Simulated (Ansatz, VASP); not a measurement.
**One calculation of WC, two programs**

```
W C
1.0
     2.89848    0.00000    0.00000
    -1.44924    2.51016    0.00000
     0.00000    0.00000    2.74292
W C
1 1
Direct
  0.00000 0.00000 0.00000
  0.66667 0.33333 0.50000
```

Change from the starting cell: strain along c alone, the other axes held, atoms relaxed: -3.0 %.

Alike in both runs: task single point; functional PBEsol; k mesh 24 × 24 × 18; occupations gaussian, width 0.1 eV; no spin polarisation.

|  | VASP | Ansatz |
| --- | --- | --- |
| version | VASP 6.6.1 | Ansatz 0.2.0 |
| potentials or method | VASP PAW PBE potentials, release 64 (W_sv, C) | scalar-relativistic, plane waves, PAW |
| plane-wave cutoff (eV) | 520 | 420 |
| valence electrons in the cell | 18 | 18 |

```tsv
	VASP	Ansatz	Ansatz less VASP
gap on the k mesh at the Fermi level (eV)	none	none	-
pressure (GPa)	16.6	15.0	-1.51
largest component of the traceless stress (GPa)	17.75	17.43	-0.321
```

A gap of «none» marks a metal or a gap that the smearing closes.

Caveats: so large a pressure means that the cell lies far from this level's equilibrium, or that cutoff or potentials fall short (VASP); the potentials were made for another functional, which shifts forces and pressure (VASP). The runs have no spin-orbit coupling, so splittings on W are missing.
